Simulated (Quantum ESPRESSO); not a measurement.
# SnTe (Fm-3m) in Quantum ESPRESSO: notebook, part 2 of 2

Quantum ESPRESSO 7.5.

**3. Band structure, r2SCAN**

pw.in

```
&CONTROL
  calculation = 'scf'
  prefix = 'pwscf'
  outdir = './tmp'
  pseudo_dir = './pseudo'
  tprnfor = .true.
  tstress = .true.
  disk_io = 'low'
/
&SYSTEM
  ibrav = 0
  nat = 2
  ntyp = 2
  ecutwfc = 70
  nbnd = 22
  input_dft = 'r2scan'
  occupations = 'smearing'
  smearing = 'fd'
  degauss = 0.00367493
  nosym = .true.
/
&ELECTRONS
  conv_thr = 1d-08
  electron_maxstep = 120
  mixing_beta = 0.5
/
ATOMIC_SPECIES
Te   127.6000 Te_ONCV_PBE-1.2.upf
Sn   118.7100 Sn_ONCV_PBE-1.2.upf
CELL_PARAMETERS angstrom
   0.0000000000    3.1508500000    3.1508500000
   3.1508500000    0.0000000000    3.1508500000
   3.1508500000    3.1508500000    0.0000000000
ATOMIC_POSITIONS crystal
Te     0.5000000000    0.5000000000    0.5000000000
Sn     0.0000000000    0.0000000000    0.0000000000
K_POINTS automatic
5 5 5 0 0 0
```

bands.in

```
&CONTROL
  calculation = 'bands'
  prefix = 'pwscf'
  outdir = './tmp'
  pseudo_dir = './pseudo'
  disk_io = 'low'
  verbosity = 'high'
/
&SYSTEM
  ibrav = 0
  nat = 2
  ntyp = 2
  ecutwfc = 70
  nbnd = 22
  input_dft = 'r2scan'
  occupations = 'smearing'
  smearing = 'fd'
  degauss = 0.00367493
  nosym = .true.
/
&ELECTRONS
  conv_thr = 1d-08
  electron_maxstep = 120
  mixing_beta = 0.5
  diago_full_acc = .true.
  startingwfc = 'random'
/
ATOMIC_SPECIES
Te   127.6000 Te_ONCV_PBE-1.2.upf
Sn   118.7100 Sn_ONCV_PBE-1.2.upf
CELL_PARAMETERS angstrom
   0.0000000000    3.1508500000    3.1508500000
   3.1508500000    0.0000000000    3.1508500000
   3.1508500000    3.1508500000    0.0000000000
ATOMIC_POSITIONS crystal
Te     0.5000000000    0.5000000000    0.5000000000
Sn     0.0000000000    0.0000000000    0.0000000000
K_POINTS crystal
60
 0.0000000000  0.0000000000  0.0000000000 1
 0.0625000000  0.0000000000  0.0625000000 1
 0.1250000000  0.0000000000  0.1250000000 1
 0.1875000000  0.0000000000  0.1875000000 1
 0.2500000000  0.0000000000  0.2500000000 1
 0.3125000000  0.0000000000  0.3125000000 1
 0.3750000000  0.0000000000  0.3750000000 1
 0.4375000000  0.0000000000  0.4375000000 1
 0.5000000000  0.0000000000  0.5000000000 1
 0.5000000000  0.0625000000  0.5625000000 1
 0.5000000000  0.1250000000  0.6250000000 1
 0.5000000000  0.1875000000  0.6875000000 1
 0.5000000000  0.2500000000  0.7500000000 1
 0.4375000000  0.3125000000  0.7500000000 1
 0.3750000000  0.3750000000  0.7500000000 1
 0.3375000000  0.3375000000  0.6750000000 1
 0.3000000000  0.3000000000  0.6000000000 1
 0.2625000000  0.2625000000  0.5250000000 1
 0.2250000000  0.2250000000  0.4500000000 1
 0.1875000000  0.1875000000  0.3750000000 1
 0.1500000000  0.1500000000  0.3000000000 1
 0.1125000000  0.1125000000  0.2250000000 1
 0.0750000000  0.0750000000  0.1500000000 1
 0.0375000000  0.0375000000  0.0750000000 1
 0.0000000000  0.0000000000  0.0000000000 1
 0.0625000000  0.0625000000  0.0625000000 1
 0.1250000000  0.1250000000  0.1250000000 1
 0.1875000000  0.1875000000  0.1875000000 1
 0.2500000000  0.2500000000  0.2500000000 1
 0.3125000000  0.3125000000  0.3125000000 1
 0.3750000000  0.3750000000  0.3750000000 1
 0.4375000000  0.4375000000  0.4375000000 1
 0.5000000000  0.5000000000  0.5000000000 1
 0.5250000000  0.4500000000  0.5250000000 1
 0.5500000000  0.4000000000  0.5500000000 1
 0.5750000000  0.3500000000  0.5750000000 1
 0.6000000000  0.3000000000  0.6000000000 1
 0.6250000000  0.2500000000  0.6250000000 1
 0.5833333333  0.2500000000  0.6666666667 1
 0.5416666667  0.2500000000  0.7083333333 1
 0.5000000000  0.2500000000  0.7500000000 1
 0.5000000000  0.2857142857  0.7142857143 1
 0.5000000000  0.3214285714  0.6785714286 1
 0.5000000000  0.3571428571  0.6428571429 1
 0.5000000000  0.3928571429  0.6071428571 1
 0.5000000000  0.4285714286  0.5714285714 1
 0.5000000000  0.4642857143  0.5357142857 1
 0.5000000000  0.5000000000  0.5000000000 1
 0.4821428571  0.4821428571  0.5357142857 1
 0.4642857143  0.4642857143  0.5714285714 1
 0.4464285714  0.4464285714  0.6071428571 1
 0.4285714286  0.4285714286  0.6428571429 1
 0.4107142857  0.4107142857  0.6785714286 1
 0.3928571429  0.3928571429  0.7142857143 1
 0.3750000000  0.3750000000  0.7500000000 1
 0.6250000000  0.2500000000  0.6250000000 1
 0.5937500000  0.1875000000  0.5937500000 1
 0.5625000000  0.1250000000  0.5625000000 1
 0.5312500000  0.0625000000  0.5312500000 1
 0.5000000000  0.0000000000  0.5000000000 1
```

Potentials or basis: SG15 PBE 1.2.

The run is started by

```console
$ OMP_NUM_THREADS=1 mpirun -n 2 pw.x -nk 2 -in pw.in > pw.out
$ OMP_NUM_THREADS=1 mpirun -n 2 pw.x -nk 2 -in bands.in > bands.out
```

pw.out:

```text
This program is part of the open-source Quantum ESPRESSO suite
     for quantum simulation of materials; please cite
         "P. Giannozzi et al., J. Phys.:Condens. Matter 21 395502 (2009);
         "P. Giannozzi et al., J. Phys.:Condens. Matter 29 465901 (2017);
         "P. Giannozzi et al., J. Chem. Phys. 152 154105 (2020);
     in publications or presentations arising from this work. More details at

     IMPORTANT: XC functional enforced from input :
     Exchange-correlation= R2SCAN
                           (   0   0   0   0   0 497 498)
     Any further DFT definition will be discarded
     Please, verify this is what you really want

     K-points division:     npool     =       2
     Subspace diagonalization in iterative solution of the eigenvalue problem:
     a serial algorithm will be used

     G-vector sticks info
     --------------------
     sticks:   dense  smooth     PW     G-vecs:    dense   smooth      PW
     Sum        1369    1369    397                33487    33487    5209

     Using Slab Decomposition

     bravais-lattice index     =            0
     lattice parameter (alat)  =       8.4206  a.u.
     unit-cell volume          =     422.1918 (a.u.)^3
     number of atoms/cell      =            2
     number of atomic types    =            2
     number of electrons       =        30.00
     number of Kohn-Sham states=           22
     kinetic-energy cutoff     =      70.0000  Ry
     charge density cutoff     =     280.0000  Ry
     scf convergence threshold =      1.0E-08
     mixing beta               =       0.5000
     number of iterations used =            8  plain     mixing
     Exchange-correlation= R2SCAN
                           (   0   0   0   0   0 497 498)

     celldm(1)=   8.420572  celldm(2)=   0.000000  celldm(3)=   0.000000
     celldm(4)=   0.000000  celldm(5)=   0.000000  celldm(6)=   0.000000

     crystal axes: (cart. coord. in units of alat)
               a(1) = (   0.000000   0.707107   0.707107 )
               a(2) = (   0.707107   0.000000   0.707107 )
               a(3) = (   0.707107   0.707107   0.000000 )

     reciprocal axes: (cart. coord. in units 2 pi/alat)
               b(1) = ( -0.707107  0.707107  0.707107 )
               b(2) = (  0.707107 -0.707107  0.707107 )
               b(3) = (  0.707107  0.707107 -0.707107 )

     PseudoPot. # 1 for Te read from file:
     Te_ONCV_PBE-1.2.upf
     Pseudo is Norm-conserving, Zval = 16.0
     Generated using ONCVPSP code by D. R. Hamann
     Using radial grid of  602 points,  6 beta functions with:
                l(1) =   0
                l(2) =   0
                l(3) =   1
                l(4) =   1
                l(5) =   2
                l(6) =   2

     PseudoPot. # 2 for Sn read from file:
     Sn_ONCV_PBE-1.2.upf
     Pseudo is Norm-conserving, Zval = 14.0
     Generated using ONCVPSP code by D. R. Hamann
     Using radial grid of  602 points,  6 beta functions with:
                l(1) =   0
                l(2) =   0
                l(3) =   1
                l(4) =   1
                l(5) =   2
                l(6) =   2

     atomic species   valence    mass     pseudopotential
     Te               16.00   127.60000     Te( 1.00)
     Sn               14.00   118.71000     Sn( 1.00)

     No symmetry found

   Cartesian axes

     site n.     atom                  positions (alat units)
         1        Te     tau(   1) = (   0.7071068   0.7071068   0.7071068  )
         2        Sn     tau(   2) = (   0.0000000   0.0000000   0.0000000  )

     number of k points=    63  Fermi-Dirac smearing, width (Ry)=  0.0037
                       cart. coord. in units 2pi/alat
        k(    1) = (   0.0000000   0.0000000   0.0000000), wk =   0.0160000
        k(    2) = (   0.1414214   0.1414214  -0.1414214), wk =   0.0320000
        k(    3) = (   0.2828427   0.2828427  -0.2828427), wk =   0.0320000
        k(    4) = (   0.1414214  -0.1414214   0.1414214), wk =   0.0320000
        k(    5) = (   0.2828427  -0.0000000   0.0000000), wk =   0.0320000
        k(    6) = (   0.4242641   0.1414214  -0.1414214), wk =   0.0320000
[... 55 lines left out ...]
        k(   62) = (  -0.7071068   0.1414214   0.4242641), wk =   0.0320000
        k(   63) = (  -0.5656854   0.2828427   0.2828427), wk =   0.0320000

     Dense  grid:    33487 G-vectors     FFT dimensions: (  45,  45,  45)

     WARNING: libxc functional with ID  497 depends
      on external parameters: check the user_guide of
      QE if you need to modify them or to check their
      default values.

     WARNING: libxc functional with ID  498 depends
      on external parameters: check the user_guide of
      QE if you need to modify them or to check their
      default values.

     Initial potential from superposition of free atoms

     starting charge      29.8745, renormalised to      30.0000
     Starting wfcs are random

     Self-consistent Calculation

     iteration #  1     ecut=    70.00 Ry     beta= 0.50
     Davidson diagonalization with overlap
     ethr =  1.00E-02,  avg # of iterations =  8.6

     total energy              =    -293.68882749 Ry
     estimated scf accuracy    <      58.34320767 Ry

     iteration #  2     ecut=    70.00 Ry     beta= 0.50
     Davidson diagonalization with overlap
     ethr =  1.00E-02,  avg # of iterations =  1.0
[... 50 lines left out ...]
     total energy              =    -293.90240395 Ry
     estimated scf accuracy    <       0.00000003 Ry

     iteration # 10     ecut=    70.00 Ry     beta= 0.50
     Davidson diagonalization with overlap
     ethr =  9.40E-11,  avg # of iterations =  1.7

     End of self-consistent calculation

          k = 0.0000 0.0000 0.0000 (  4279 PWs)   bands (ev):

   -25.8311 -25.8311 -25.8218 -25.8218 -25.8218 -11.0055 -11.0055 -10.9986
   -10.9986 -10.9986  -2.6787   5.6922   8.4605   8.4605   8.4605  14.2918
    14.2918  14.2918  16.2582  16.2582  16.2582  18.3817

          k = 0.1414 0.1414-0.1414 (  4164 PWs)   bands (ev):

   -25.8310 -25.8310 -25.8217 -25.8215 -25.8215 -11.0083 -11.0083 -10.9980
   -10.9960 -10.9960  -2.3426   4.2175   8.5467   8.5467   9.4391  12.9503
    12.9503  13.0034  16.2875  17.0815  17.0815  20.6502

          k = 0.2828 0.2828-0.2828 (  4179 PWs)   bands (ev):

   -25.8308 -25.8308 -25.8214 -25.8210 -25.8210 -11.0133 -11.0133 -10.9972
   -10.9914 -10.9914  -1.5727   2.3429   8.7963   8.7963  10.4088  11.4554
    11.4844  11.4844  18.1024  19.3243  19.3243  21.4062

          k = 0.1414-0.1414 0.1414 (  4164 PWs)   bands (ev):

   -25.8310 -25.8310 -25.8217 -25.8215 -25.8215 -11.0083 -11.0083 -10.9980
   -10.9960 -10.9960  -2.3426   4.2175   8.5467   8.5467   9.4391  12.9503
    12.9503  13.0034  16.2875  17.0815  17.0815  20.6502

          k = 0.2828-0.0000 0.0000 (  4164 PWs)   bands (ev):

   -25.8311 -25.8309 -25.8220 -25.8212 -25.8212 -11.0141 -11.0036 -11.0001
   -10.9944 -10.9944  -2.2333   4.3210   7.8098   7.8098   9.5877  11.9962
    14.6133  14.6133  14.7734  18.2794  18.2794  18.9788

          k = 0.4243 0.1414-0.1414 (  4146 PWs)   bands (ev):

   -25.8312 -25.8307 -25.8218 -25.8208 -25.8207 -11.0198 -11.0062 -10.9991
   -10.9916 -10.9901  -1.5996   3.0534   7.5109   7.6557   8.3927  13.2358
    13.6930  13.9966  15.3233  20.0736  20.4302  21.1130

          k =-0.1414-0.4243 0.4243 (  4177 PWs)   bands (ev):

   -25.8310 -25.8307 -25.8213 -25.8209 -25.8207 -11.0178 -11.0114 -10.9954
   -10.9921 -10.9901  -1.2368   2.3390   6.7327   8.2287   9.1352  12.2510
    12.4873  14.6333  17.7301  18.4947  19.3109  22.1660
[... 43 lines left out ...]
          k =-0.0000 0.2828 0.0000 (  4164 PWs)   bands (ev):

   -25.8311 -25.8309 -25.8220 -25.8212 -25.8212 -11.0141 -11.0036 -11.0001
   -10.9944 -10.9944  -2.2333   4.3210   7.8098   7.8098   9.5877  11.9962
    14.6133  14.6133  14.7734  18.2794  18.2794  18.9788

          k = 0.1414 0.4243-0.1414 (  4146 PWs)   bands (ev):

   -25.8312 -25.8307 -25.8218 -25.8208 -25.8207 -11.0198 -11.0062 -10.9991
   -10.9916 -10.9901  -1.5996   3.0534   7.5109   7.6557   8.3927  13.2358
    13.6930  13.9966  15.3233  20.0736  20.4302  21.1130

          k =-0.4243-0.1414 0.4243 (  4177 PWs)   bands (ev):

   -25.8310 -25.8307 -25.8213 -25.8209 -25.8207 -11.0178 -11.0114 -10.9954
   -10.9921 -10.9901  -1.2368   2.3390   6.7327   8.2287   9.1352  12.2510
    12.4873  14.6333  17.7301  18.4947  19.3109  22.1660
[... 103 lines left out ...]
          k =-0.1414 0.4243-0.1414 (  4146 PWs)   bands (ev):

   -25.8312 -25.8307 -25.8218 -25.8208 -25.8207 -11.0198 -11.0062 -10.9991
   -10.9916 -10.9901  -1.5996   3.0534   7.5109   7.6557   8.3927  13.2358
    13.6930  13.9966  15.3233  20.0736  20.4303  21.1131

          k = 0.0000 0.5657-0.2828 (  4193 PWs)   bands (ev):

   -25.8313 -25.8305 -25.8215 -25.8209 -25.8203 -11.0231 -11.0073 -10.9972
   -10.9920 -10.9874  -1.1193   2.8488   6.2064   6.2982   9.4214  12.0543
    15.2565  15.3920  16.5335  18.3199  21.3902  21.4032

          k =-0.5657-0.0000 0.2828 (  4193 PWs)   bands (ev):

   -25.8313 -25.8305 -25.8215 -25.8209 -25.8203 -11.0231 -11.0073 -10.9972
   -10.9920 -10.9874  -1.1193   2.8488   6.2064   6.2982   9.4214  12.0543
    15.2565  15.3920  16.5335  18.3199  21.3902  21.4032
[... 151 lines left out ...]
          k =-0.5657 0.2828 0.2828 (  4177 PWs)   bands (ev):

   -25.8310 -25.8307 -25.8213 -25.8209 -25.8207 -11.0178 -11.0114 -10.9954
   -10.9921 -10.9901  -1.2368   2.3390   6.7327   8.2287   9.1352  12.2510
    12.4873  14.6333  17.7301  18.4947  19.3109  22.1660

     the Fermi energy is    10.9119 ev

!    total energy              =    -293.90240395 Ry
     estimated scf accuracy    <          2.4E-10 Ry
     smearing contrib. (-TS)   =      -0.00000064 Ry
     internal energy E=F+TS    =    -293.90240331 Ry

     The total energy is F=E-TS. E is the sum of the following terms:
     one-electron contribution =    -114.77578780 Ry
     hartree contribution      =      67.59820112 Ry
     xc contribution           =     -31.70522899 Ry
     ewald contribution        =    -215.01958765 Ry

     convergence has been achieved in  10 iterations

     Forces acting on atoms (cartesian axes, Ry/au):

     atom    1 type  1   force =    -0.00000532   -0.00000128    0.00000397
     atom    2 type  2   force =     0.00000532    0.00000128   -0.00000397

     Total force =     0.000010     Total SCF correction =     0.000010
     SCF correction compared to forces is large: reduce conv_thr to get better values

     Computing stress (Cartesian axis) and pressure

          total   stress  (Ry/bohr**3)                   (kbar)     P=        4.74
   0.00003221  -0.00000000  -0.00000000            4.74       -0.00       -0.00
  -0.00000000   0.00003221  -0.00000000           -0.00        4.74       -0.00
  -0.00000000  -0.00000000   0.00003221           -0.00       -0.00        4.74

=------------------------------------------------------------------------------=
   JOB DONE.
=------------------------------------------------------------------------------=
```

It took 4 min on 2 MPI ranks of Arm Neoverse V2, shared host; peak memory 0.28 GiB.

Results:

```
Free energy             : -3998.7459 eV
Pressure                : 0.5 GPa
Band gap along the path : 0.22 eV, direct
```

Levels at the corners of the path, in eV from the Fermi level:
```csv
point,band 12,band 13,band 14,band 15,band 16,band 17,band 18,band 19
Γ,-5.22,-2.45,-2.45,-2.45,3.38,3.38,3.38,5.35
X,-7.05,-5.88,-4.05,-4.05,2.63,4.97,4.97,6.48
W,-7.95,-5.12,-5.12,-1.09,0.83,4.96,4.96,6.33
K,-8.00,-5.47,-3.53,-2.97,3.04,3.19,4.59,5.70
Γ,-5.22,-2.45,-2.45,-2.45,3.38,3.38,3.38,5.35
L,-8.91,-2.05,-2.05,-0.14,0.08,0.34,0.34,8.35
U,-8.00,-5.47,-3.53,-2.97,3.04,3.19,4.59,5.70
W,-7.95,-5.12,-5.12,-1.09,0.83,4.96,4.96,6.33
L,-8.91,-2.05,-2.05,-0.14,0.08,0.34,0.34,8.35
K,-8.00,-5.47,-3.53,-2.97,3.04,3.19,4.59,5.70
U,-8.00,-5.47,-3.53,-2.97,3.04,3.19,4.59,5.70
X,-7.05,-5.88,-4.05,-4.05,2.63,4.97,4.97,6.48
```

Caveat: the potentials were made for another functional, which shifts forces and pressure; this odd mesh misses L, where the gap lies, so gap, dielectric constants and Born charges aren't listed; spin-orbit coupling is left out, which moves the levels of the heavy elements.

**4. Against experiment**

Step 2. A measured gap of SnTe is 0.18 eV (direct; 300 K; a printed reference work, textbook); the calculated 0.15 eV misses it by -0.03 eV. Spin-orbit coupling on Sn, Te is left out. The value is that of LDA, without temperature or zero-point motion. Semilocal functionals fall short of measured gaps as a rule.

Step 3. A measured gap of SnTe is 0.18 eV (direct; 300 K; a printed reference work, textbook); the calculated 0.22 eV misses it by +0.04 eV. Spin-orbit coupling on Sn, Te is left out. The value is that of r2SCAN, without temperature or zero-point motion.
